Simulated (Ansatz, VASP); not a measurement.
# AlCo (AlCo in the L11 ordering): VASP beside Ansatz

Wanted: the spread between two codes on one cell, functional and k mesh. The cell is generated by rule, not measured, and may not be a known phase. The cell is taken from a series of runs on this material, whose earlier steps may have relaxed, scaled, displaced or heated it; both programs get it as it stands.

Method: plane waves, with VASP 6.6.1 beside it; relaxation of cell and atoms at LDA and zone-centre phonons at LDA, in Ansatz 0.2.0.

The structure was built from a prototype and need not be the compound's stable phase.

### 1. The starting structure

It takes space group R-3m (No. 166, trigonal). Conventional cell: a = 2.641 Å, b = 2.641 Å, c = 11.396 Å, α = 90.00°, β = 90.00°, γ = 120.00°. Nearest to Al lie 6 Co at 2.44 Å and 6 Al at 2.64 Å. Co has 6 Al at 2.44 Å and 6 Co at 2.64 Å nearest. Farther neighbours are not listed.

### 2. Ansatz: relaxation of cell and atoms, LDA, pair 1

Ansatz runs on its default PAW (the set named soft_2) files.

The relaxed volume is the usual yardstick between codes: in a stiff, nearly cubic crystal its relative difference is about their pressure difference at one cell divided by the bulk modulus.

The input, input.yaml:

```yaml
crystal:
  lattice:
    - [3.4381642653, 1.5706575561, 1.5706575561]
    - [1.5706575561, 3.4381642653, 1.5706575561]
    - [1.5706575561, 1.5706575561, 3.4381642653]
  atoms:
    - { symbol: Al, position: [0.0, 0.0, 0.0] }
    - { symbol: Co, position: [0.5, 0.5, 0.5] }
kpoints:
  mp_grid: { grid: [15, 15, 15] }
hamiltonian:
  xc: lda
scf:
  occupations: { method: gaussian, width: 0.1 }
output:
  forces: true
  stress: true
  eigenvalues: true
  write_density: true
  write_potential: true
  elf: true
  volumetric_format: npy
relax:
  adjacent_minimum: "off"
  f_tol: 0.005
  max_steps: 80
  cell: { stress_tol: 0.05 }
```

On the command line:

```console
> ansatz run input.yaml --threads 4 --pin off --max-ram 8192MiB --backend cpu --events-out ev --progress --plain --runs-dir out
```

Numbers of over 12 decimals in the logs are rounded to 6 here.

The log of the run:

```text
basis.fft_grid_basis auto: the FFT boxes are laid along the combinations [[1, -1, 0], [0, 1, 0], [0, -1, 1]] of the cell's own vectors, 2.641, 4.093 and 2.641 Å long. The dense box has 18×30×18 points. Along the cell's own vectors, as sized, it would have 30×30×30, 2.78 times as many. Of the 12 symmetry operations that the crystal satisfies within crystal.symmetry.tolerance (time reversal apart; of a slab, those that [...]
Engine: ansatz 0.2.0, aarch64-unknown-linux-gnu
Pseudopotentials: kind: paw
Pseudopotential: Al, paw, valence charge 3, recommended cutoff 420 eV (normal), Al.paw.azcp
Pseudopotential: Co, paw, valence charge 17, recommended cutoff 420 eV (normal), Co.paw.azcp
Functional definition: SPW92
  exchange = slater_x
  correlation = pw_c
Crystal: 2 atoms, lattice volume = 22.946 Å³
Basis set: ecut = 420 eV, 445 PW (Γ), FFT grids on a1−a2, a2, −a2+a3
Bands: 14, of which v1, the nominal top of the filled ones, is band 10 counted from 1 (9 counted from 0)
Symmetry: 12 space group operations
Space group: R-3m (ITA 166), of the structure as read, at distance tolerance 2.8e-5 Å
k-points: 344 of 3375
Non-local potential: Al, projectors of the file, l = 0: 2, l = 1: 2, l = 2: 1
Non-local potential: Co, projectors of the file, l = 0: 3, l = 1: 2, l = 2: 3, l = 3: 1
PAW form: soft (Blöchl's): semilocal exchange-correlation on the pseudo side does not see the compensation charge
PAW frozen core: Al, regenerated for the run's functional, and the local potential with it (the file was generated under x = pbe(κ = 0.804, μ = 0.219515), c = pbe(β = 0.066725))
PAW frozen core: Co, regenerated for the run's functional, and the local potential with it (the file was generated under x = pbe(κ = 0.804, μ = 0.219515), c = pbe(β = 0.066725))
PAW one-centre angular grid: Al, 110 points (default); XC on 64 Gauss nodes
PAW one-centre angular grid: Co, 590 points (default); XC on 64 Gauss nodes
Initial density: superposition of atomic densities (neutral atoms: chi_scale 0, normalization atom), corrected by the library's trained network
Initial wavefunctions: pseudopotential atomic-orbital guess
Functional: x = slater, c = lda
SCF iter   1: F=—  HF=-5576.224100 eV  |F-HF|=—  |Δ(HF+E_count)|=         —  Δρ=2.57e-2  dr2=7.67e-2  ethr=1.77e-3  ⟨swp⟩=4.5  Hψ=23119  notcnv=0
preconditioner: auto → none  [metal: Δε(μ)=0.016 eV  Ē_g=8.127 eV  σ=0.100 eV  W_gap=0.09  n_scr=2 (ndim 8)  ℏωp=26.9 eV  f_vac=0.000  D(μ)=1.66/eV (n_scr^D=22)  sad-step TF]
SCF iter   2: F=—  HF=-5576.213358 eV  |F-HF|=—  |Δ(HF+E_count)|=   1.07e-2  Δρ=8.99e-3  dr2=1.30e-2  ethr=3.83e-4  ⟨swp⟩=1.6  Hψ=7976  notcnv=0  defer=2
SCF iter   3: F=—  HF=-5576.211788 eV  |F-HF|=—  |Δ(HF+E_count)|=   1.57e-3  Δρ=2.02e-3  dr2=4.78e-4  ethr=6.52e-5  ⟨swp⟩=1.0  Hψ=4811  notcnv=0  defer=2
SCF iter   4: F=—  HF=-5576.211751 eV  |F-HF|=—  |Δ(HF+E_count)|=   3.63e-5  Δρ=4.37e-4  dr2=2.09e-5  ethr=2.39e-6  ⟨swp⟩=2.6  Hψ=8034  notcnv=0  defer=2
SCF iter   5: F=—  HF=-5576.211754 eV  |F-HF|=—  |Δ(HF+E_count)|=   2.34e-6  Δρ=8.91e-5  dr2=4.97e-7  ethr=1.05e-7  ⟨swp⟩=2.3  Hψ=7418  notcnv=0  defer=2
SCF iter   6: F=-5576.211754 eV  HF=-5576.211754 eV  |F-HF|=8.87e-10  |Δ(HF+E_count)|=   2.10e-7  Δρ=1.26e-5  dr2=8.76e-9  ethr=5.00e-10  ⟨swp⟩=9.1  Hψ=32914  notcnv=0
SCF 1 converged in 6 iterations: F = -5576.211754 eV  dr2 = 8.76e-9
  greatest PAW one-centre occupation: 1.001 electrons in one spin orbital (limit 2), on the Co atom at site 1 (counted from 0), in its partial waves of l = 1
relax step   1: F+E_penalty+E_count = -5576.21175385 eV  Δ(F+E_penalty+E_count) = +0.000e0 eV  max|allowed force component| = 2.679e-28 eV/Å  Δτ_max = 0.0000 Å  P = +0.179 GPa  Ω = 22.946 Å³  (6 SCF iters, dr2 threshold 1.00e-7 eV, accepted)
[...]
relax step   2: F+E_penalty+E_count = -5576.21175177 eV  Δ(F+E_penalty+E_count) = +2.080e-6 eV  max|allowed force component| = 4.207e-29 eV/Å  Δτ_max = 0.0000 Å  P = +0.070 GPa  Ω = 22.961 Å³  energy of the carried Pulay correction = -1.442e-5 eV  (6 SCF iters, dr2 threshold 1.04e-7 eV, accepted)
[...]
relax step   3: F+E_penalty+E_count = -5576.21174486 eV  Δ(F+E_penalty+E_count) = +6.916e-6 eV  max|allowed force component| = 1.347e-27 eV/Å  Δτ_max = 0.0000 Å  P = +0.001 GPa  Ω = 22.969 Å³  energy of the carried Pulay correction = -2.341e-5 eV  (6 SCF iters, accepted)
[...]
relax step   4: F+E_penalty+E_count = -5576.21177072 eV  Δ(F+E_penalty+E_count) = -2.586e-5 eV  max|allowed force component| = 6.740e-28 eV/Å  Δτ_max = 0.0000 Å  P = +0.003 GPa  Ω = 22.969 Å³  stress off target by 4.40e-3 GPa  SCF on the basis re-selected at this cell (its energy is not comparable with the rows above)  (8 SCF iters)
basis re-selected at this cell: Δ(F+E_penalty+E_count) = -2.586e-5 eV, ΔP = +0.002 GPa vs the last step (what re-selecting the basis moved, of the pressure what is left beyond the Pulay correction that the steps carried, after the strain that the cell walked since its last selection, with what the two solves' SCF thresholds leave and, on support functions, any second-order correction that the steps lacked; it is no m [...]
SCF converged after 8 iterations
Free energy (F): -5576.211771 eV
Harris-Foulkes:  -5576.211771 eV  (|F-HF|=1.82e-12)
Internal energy: -5576.202068 eV  (E = F + TS)
E sigma→0 (E₀):  -5576.206919 eV
Entropy (-TS):   -0.009703 eV (-4.851 meV/atom)
Fermi energy:    14.092781 eV
--- Per-component energies (eV) ---
  E_band       = -283.524708
  E_kinetic    = 484.147917
  E_local      = -3845.230609  (includes V_loc(G=0)·N_el)
  E_nonlocal   = 472.358217
  E_hartree    = 1669.539070
  E_xc         = -199.249890
  E_vxc        = -236.814697  (∫ρ·V_xc dr)
  E_paw        = -1897.982572  (= ΣΔE_a)
  E_vpaw       = -497.063696  (= ΣTr[D̂ρ^β])
  E_aug_tail   = 0.000019  (compensation charges beyond the density's cutoff)
  E_ewald      = -2260.258188
  E_core_change = 0.473967  (= ΣΔE_core)
  E_smearing   = -0.009703  (= −TS)
  E_closure    = 0.000000  (closes the sum)
  Σ components = -5576.211771   (vs F -5576.211771, Δ=0.00e0)
--- Forces (eV/Å), atoms counted from 1 ---
  atom   1  Al    -0.00000000    -0.00000000    -0.00000000
  atom   2  Co     0.00000000     0.00000000     0.00000000
  max |Σ_I F_I| component: 1.34e-27 eV/Å
--- Stress (GPa, compression-positive) ---
        0.003470       0.000464       0.000464
        0.000464       0.003470       0.000464
        0.000464       0.000464       0.003470
  P = ⅓ Tr σ = 0.0035 GPa (0.035 kbar)
--- Band table (eV; the first three rows and the last of 344) ---
  k-point 0: bands = [... 6 lower, 12.5883, 12.6767, 12.6767, 13.6033, 13.6033, 17.8277, 29.1904, 29.1904]
  k-point 1: bands = [... 6 lower, 12.3574, 12.6478, 12.7372, 13.5829, 13.8884, 17.8994, 27.2178, 28.3120]
  k-point 2: bands = [... 6 lower, 12.0349, 12.5062, 12.9114, 13.5262, 14.4390, 18.1254, 24.6025, 27.3399]
  k-point 343: bands = [... 6 lower, 12.1828, 12.6173, 12.7365, 13.6419, 13.6650, 24.1826, 26.6136, 27.4577]
--- Relaxed structure (3 steps of the walk, 3 accepted, 1 SCFs on fresh bases) ---
  F+E_penalty+E_count = -5576.21177072 eV   max|allowed force component| = 6.740e-28 eV/Å   (the final SCF, on the basis selected at the relaxed cell)
  cell:  # Å, volume = 22.9694 Å³
    - [3.438828, 1.570416, 1.570416]
    - [1.570416, 3.438828, 1.570416]
    - [1.570416, 1.570416, 3.438828]
  atoms:
    - { symbol: Al, position: [0, 0, 0] }
    - { symbol: Co, position: [0.500000, 0.500000, 0.500000] }
```

### 3. VASP: relaxation of cell and atoms, LDA, pair 1

The same cell, functional (in two slightly different forms), mesh and smearing now go to VASP, with its own data sets.

Lines of VASP's logs that name or quote its potential files are left out, and so is its time.

The input, INCAR:

```
SYSTEM = AlCo
PREC = Accurate
ENCUT = 600
EDIFF = 1E-07
NELM = 120
ISMEAR = 0
SIGMA = 0.1
LREAL = .FALSE.
ALGO = Normal
GGA = CA
NBANDS = 12
LASPH = .TRUE.
LORBIT = 11
LWAVE = .FALSE.
LCHARG = .FALSE.
ISIF = 3
IBRION = 2
NSW = 80
EDIFFG = -0.005
GGA_COMPAT = .FALSE.
NELMIN = 4
KPAR = 2
```

The input, POSCAR:

```
AlCo
1.0
    3.4381640000      1.5706580000      1.5706580000
    1.5706580000      3.4381640000      1.5706580000
    1.5706580000      1.5706580000      3.4381640000
Al Co
1 1
Direct
    0.0000000000      0.0000000000      0.0000000000
    0.5000000000      0.5000000000      0.5000000000
```

The input, KPOINTS:

```
Automatic mesh
0
Gamma
15 15 15
0 0 0
```

PAW data sets: Al and Co (LDA family, release 64).

On the command line:

```console
> mpirun -np 2 vasp_std
```

The log of the run:

```text
[banner, memory and clock lines left out]
running    2 mpi-ranks, on    1 nodes
 distrk:  each k-point on    1 cores,    2 groups
 distr:  one band on    1 cores,    1 groups

 POSCAR found type information on POSCAR AlCo
 POSCAR found :  2 types and       2 ions
 LDA part: xc-table for (Slater(with rela. corr.)+CA(PZ))
 , standard interpolation
 POSCAR, INCAR and KPOINTS ok, starting setup
 FFT: planning ... GRIDC
 FFT: planning ... GRID_SOFT
 FFT: planning ... GRID
 WAVECAR not read
 entering main loop
       N       E                     dE             d eps       ncg     rms          rms(c)
DAV:   1     0.387197042037E+02    0.38720E+02   -0.58954E+03  8340   0.120E+03
DAV:   2    -0.130844102573E+02   -0.51804E+02   -0.47759E+02  8512   0.192E+02
DAV:   3    -0.148490445063E+02   -0.17646E+01   -0.17401E+01  9896   0.414E+01
DAV:   4    -0.148758051249E+02   -0.26761E-01   -0.26749E-01  9312   0.459E+00
DAV:   5    -0.148766569918E+02   -0.85187E-03   -0.85184E-03 10068   0.899E-01    0.134E+01
DAV:   6    -0.193989600673E+02   -0.45223E+01   -0.84966E+01  9820   0.121E+02    0.216E+01
DAV:   7    -0.129591065926E+02    0.64399E+01   -0.35367E+01  9812   0.769E+01    0.164E+00
DAV:   8    -0.129375028023E+02    0.21604E-01   -0.28941E-01  9388   0.456E+00    0.130E+00
DAV:   9    -0.129176754649E+02    0.19827E-01   -0.55767E-02 10256   0.301E+00    0.390E-01
DAV:  10    -0.129169741983E+02    0.70127E-03   -0.48618E-03 10612   0.942E-01    0.200E-01
DAV:  11    -0.129167714357E+02    0.20276E-03   -0.12446E-03 11248   0.354E-01    0.493E-02
DAV:  12    -0.129167607911E+02    0.10645E-04   -0.35108E-05 12532   0.582E-02    0.279E-02
DAV:  13    -0.129167585662E+02    0.22249E-05   -0.10335E-05 10740   0.285E-02    0.474E-03
DAV:  14    -0.129167585341E+02    0.32122E-07   -0.33103E-07  8724   0.505E-03
   1 F= -.12916759E+02 E0= -.12911841E+02  d E =-.129168E+02
[...]
2 F= -.12916867E+02 E0= -.12911891E+02  d E =-.108109E-03
[...]
3 F= -.12916879E+02 E0= -.12911916E+02  d E =-.120140E-03
 curvature:  -0.36 expect dE=-0.172E-04 dE for cont linesearch -0.139E-08
 trial: gam= 0.15409 g(F)=  0.204E-58 g(S)=  0.474E-04 ort = 0.107E-05 (trialstep = 0.953E+00)
 search vector abs. value=  0.548E-04
 bond charge predicted
       N       E                     dE             d eps       ncg     rms          rms(c)
DAV:   1    -0.129170142644E+02   -0.13553E-03   -0.28653E-03  9808   0.544E-01    0.883E-02
DAV:   2    -0.129172009519E+02   -0.18669E-03   -0.31885E-03 10308   0.684E-01    0.145E-01
DAV:   3    -0.129169135014E+02    0.28745E-03   -0.18861E-03  9960   0.551E-01    0.277E-02
DAV:   4    -0.129169005935E+02    0.12908E-04   -0.31483E-05 10028   0.514E-02    0.357E-03
DAV:   5    -0.129169001548E+02    0.43872E-06   -0.98568E-07 10496   0.132E-02    0.101E-03
DAV:   6    -0.129169001419E+02    0.12923E-07   -0.29182E-08  4888   0.183E-03
   4 F= -.12916900E+02 E0= -.12911922E+02  d E =-.214681E-04
 trial-energy change:   -0.000021  1 .order   -0.000021   -0.000045    0.000003
 step:   0.8974(harm=  0.8974)  dis= 0.00000  next Energy=   -12.916900 (dE=-0.213E-04)
 reached required accuracy - stopping structural energy minimisation
```

OUTCAR, selected parts (step 3):

```text
ion  position               nearest neighbor table
   1  0.000  0.000  0.000-   2 2.44   2 2.44   2 2.44   2 2.44   2 2.44   2 2.44
   2  0.500  0.500  0.500-   1 2.44   1 2.44   1 2.44   1 2.44   1 2.44   1 2.44

  LATTYP: Found a trigonal (rhomboedric) cell.
 ALAT       =     4.0932755584
 COS(alpha) =     0.7918473007

 Subroutine GETGRP returns: Found 12 space group operations
 (whereof 12 operations were pure point group operations)

The static configuration has the point symmetry D_3d.

 Found    344 irreducible k-points:

   k-points           NKPTS =    344   k-points in BZ     NKDIM =    344   number of bands    NBANDS=     12

   dimension x,y,z NGX =    36 NGY =   36 NGZ =   36
   dimension x,y,z NGXF=    72 NGYF=   72 NGZF=   72

   ENCUT  =  600.0 eV  44.10 Ry    6.64 a.u.   8.18  8.18  8.18*2*pi/ulx,y,z

   NELECT =      12.0000    total number of electrons

 k-points in reciprocal lattice and weights: Automatic mesh
   0.00000000  0.00000000  0.00000000       0.000
   0.06666667 -0.00000000 -0.00000000       0.002
   0.13333333  0.00000000  0.00000000       0.002
   0.20000000 -0.00000000  0.00000000       0.002
   0.26666667  0.00000000  0.00000000       0.002
   0.33333333 -0.00000000  0.00000000       0.002
   0.40000000  0.00000000  0.00000000       0.002
   0.46666667 -0.00000000 -0.00000000       0.002
   0.06666667  0.06666667 -0.00000000       0.002
[...]
0.46666667  0.46666667  0.46666667       0.001
  -0.46666667  0.46666667  0.46666667       0.002

 average (electrostatic) potential at core
       1 -67.4953       2 -77.5965

 E-fermi :  10.1891

 k-point     1 :       0.0000    0.0000    0.0000
  band No.  band energies     occupation
    ...
      3       8.7417      2.00000
      4       8.7851      2.00000
      5       8.7851      2.00000
      6       9.6942      2.00000
      7       9.6942      2.00000
      8      13.9714      0.00000
      9      25.4152      0.00000
     10      25.4152      0.00000
     11      26.0553      0.00000
     12      26.0553      0.00000

 k-point     2 :       0.0667   -0.0000   -0.0000
  band No.  band energies     occupation
    ...
      3       8.4954      2.00000
      4       8.7604      2.00000
      5       8.8447      2.00000
      6       9.6741      2.00000
      7       9.9909      1.99494
      8      14.0437      0.00000
      9      23.3610      0.00000
     10      24.4586      0.00000
     11      26.0920      0.00000
     12      27.2236      0.00000

 k-point     3 :       0.1333    0.0000    0.0000
  band No.  band energies     occupation
    ...
      2       6.9784      2.00000
      3       8.1648      2.00000
      4       8.6189      2.00000
      5       9.0164      2.00000
      6       9.6180      2.00000
      7      10.5510      0.00000
      8      14.2711      0.00000
      9      20.7224      0.00000
     10      23.4606      0.00000
     11      25.2262      0.00000
    ...

  Total        0.0012934      0.0012934      0.0012934      0.0008572      0.0008572      0.0008572
  in kB        0.0900886      0.0900886      0.0900886      0.0597038      0.0597038      0.0597038
  external PRESSURE =       0.0900886 kB  Pullay stress =       0.0000000 kB

  energy-cutoff  :      600.00
  volume of cell :       23.00
      direct lattice vectors                 reciprocal lattice vectors
     3.438066724  1.567306639  1.567306639     0.407076371 -0.127465716 -0.127465716
     1.567306639  3.438066724  1.567306639    -0.127465716  0.407076371 -0.127465716
     1.567306639  1.567306639  3.438066724    -0.127465716 -0.127465716  0.407076371

 POSITION                                       TOTAL-FORCE (eV/Angst)
 -----------------------------------------------------------------------------------
      3.13461      5.00537      5.00537        -0.000000      0.000000     -0.000000
      3.28634      3.28634      3.28634         0.000000     -0.000000      0.000000
 -----------------------------------------------------------------------------------
    total drift:                                0.000000      0.000000      0.000000

  FREE ENERGIE OF THE ION-ELECTRON SYSTEM (eV)
  ---------------------------------------------------
  free  energy   TOTEN  =       -12.9169001419 eV

  energy  without entropy=      -12.9069443545  energy(sigma->0) =      -12.91192225

 reached required accuracy - stopping structural energy minimisation

 total charge
# of ion       s       p       d       tot
------------------------------------------
    1        0.430   0.456   0.000   0.886
    2        0.463   0.510   7.477   8.450
--------------------------------------------------
tot          0.892   0.966   7.477   9.336

[... 3 further parts left out ...]
```

CONTCAR:

```
AlCo
   1.00000000000000
     3.4380667235876321    1.5673066392125976    1.5673066392125976
     1.5673066392125976    3.4380667235876321    1.5673066392125976
     1.5673066392125976    1.5673066392125976    3.4380667235876321
  Al              Co
     1     1
Direct
     0.0000000000000000    1.0000000000000000    1.0000000000000000
     0.5000000000000000    0.5000000000000000    0.5000000000000000
```

This run has no spin polarisation, so a moment on Co, if there is one, isn't seen. The run keeps the 12 symmetry operations of its start, so it cannot find a distortion of lower symmetry.

### 4. Comparison

Known differences besides the potentials themselves: the two LDA forms differ slightly; the data sets hold 20 valence electrons in Ansatz (on its default PAW (the set named soft_2) files) and 12 in VASP; the cutoff is 420 eV in Ansatz and 600 eV in VASP; VASP's log shows a relativistic correction to its local exchange, Ansatz's none; Ansatz adds a Pulay correction to the stress that steers its cell, VASP none. Total energies have different zeros and are not compared.

Both answers:

| quantity | Ansatz | VASP | difference |
| --- | --- | --- | --- |
| volume (Å³) | 22.97 | 23.00 | -0.14 % |
| edge a after relaxation, in the typed setting (Å) | 4.094 | 4.091 | +0.07 % |

(Continued in part 2 of 2.)

[Lines on the potential files, build, host, timing and source positions are cut from VASP's logs without a mark.]

[Logs are printed without paths, hosts, clocks, repeated set-up lines and the standing remarks that a program may print on its own settings, such as how far it seeks lower states.]

[Hosts, paths, dates, database ids (printed as entryN), source tags and the programs' standing remarks are cut or masked in the printed files.]
